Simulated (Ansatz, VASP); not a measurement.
In in VASP and in Ansatz

Contents of INCAR:

```
ALGO = Normal
EDIFF = 1E-6
ENCUT = 520
GGA = PE
ISIF = 2
ISMEAR = -1
LASPH = T
LCHARG = F
LREAL = F
LWAVE = F
NBANDS = 12
NELM = 60
PREC = Accurate
SIGMA = 0.05
```

KPOINTS

```
k-points
0
Gamma
  9 9 9
```

File POSCAR:

```
In
1.0
   -1.8309227801      1.8309227801      1.8309227801
    1.8309227801     -1.8309227801      1.8309227801
    1.8309227801      1.8309227801     -1.8309227801
In
1
Direct
    0.0000000000      0.0000000000      0.0000000000
```

Input for Ansatz:

```yaml
crystal:
  lattice:
    - [-1.830922780077652, 1.830922780077652, 1.830922780077652]
    - [1.830922780077652, -1.830922780077652, 1.830922780077652]
    - [1.830922780077652, 1.830922780077652, -1.830922780077652]
  atoms:
    - { symbol: In, position: [0.0, 0.0, 0.0] }
basis:
  ecutwfc: 550.0
kpoints:
  mp_grid:
    grid: [9, 9, 9]
hamiltonian:
  xc: pbe
scf:
  convergence:
    dr2_threshold: 1.0e-07
  occupations:
    method: fermi_dirac
    width: 0.05
output:
  stress: true
```

This isn't the form of In at room conditions, which is tetragonal.

Alike in both runs: task single point; functional PBE; k mesh 9 × 9 × 9; occupations fermi-dirac, width 0.05 eV; no spin polarisation.

|  | VASP | Ansatz |
| --- | --- | --- |
| version | VASP 6.6.1 | Ansatz 0.2.0 |
| potentials or method | VASP PAW PBE potentials, release 64 (In_d) | plane waves, PAW |
| plane-wave cutoff (eV) | 520 | 550 |
| valence electrons in the cell | 13 | 13 |

VASP gave:

| Item | Value |
| --- | --- |
| pressure (GPa) | 6.0 |

What did Ansatz give for the same quantities?

Pressure (GPa): 6.1.

Ansatz warned: «stress_scf_threshold_loose».
